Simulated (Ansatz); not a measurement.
Ti2C: how the energy converges with the cutoff

Ti2C, R-3m, a = 3.081 Å, c = 14.441 Å. The structure is a Materials Project entry; whether it is the stable form wasn't checked. Ansatz: r2SCAN, PAW, cutoff varied, Γ-centred 18×18×18 mesh on 3 atoms, Gaussian smearing 0.10 eV; no spin polarisation. Single points at one geometry, the cutoff alone changed; ΔE is the energy at zero smearing over the run at 850 eV. The runs up to 460 eV lie under the cutoff recommended for these PAW datasets.

```tsv
cutoff (eV)	ΔE (meV/atom)
150	16680.29
200	3720.01
250	808.15
300	129.77
350	17.74
380	8.34
460	4.00
500	2.99
520	2.58
600	1.41
700	?
```

Assume ΔE falls exponentially with the cutoff, fit y = ln ΔE against x, the cutoff in eV, to the other rows, and predict the missing value.

y = 9.722, 8.221, 6.695, 4.866, 2.876, 2.121, 1.386, 1.095, 0.948, 0.344. Means x = 371.0, y = 3.8274; Σ(Δx)² = 197490, ΣΔxΔy = -4267; the slope is their ratio. y = 11.84 − 0.02160 x, a factor of ten per 107 eV. At 700 eV this gives ΔE = 0.04 meV/atom. The run gave 0.67, a ratio of 0.06. Between neighbouring rows the decay runs from a factor of ten per 58 eV to one per 316 eV, so one exponential is only a rough guide.

Cost: 12 runs of about 8.7 core-minutes in all, on Arm Neoverse V1 (shared hosts).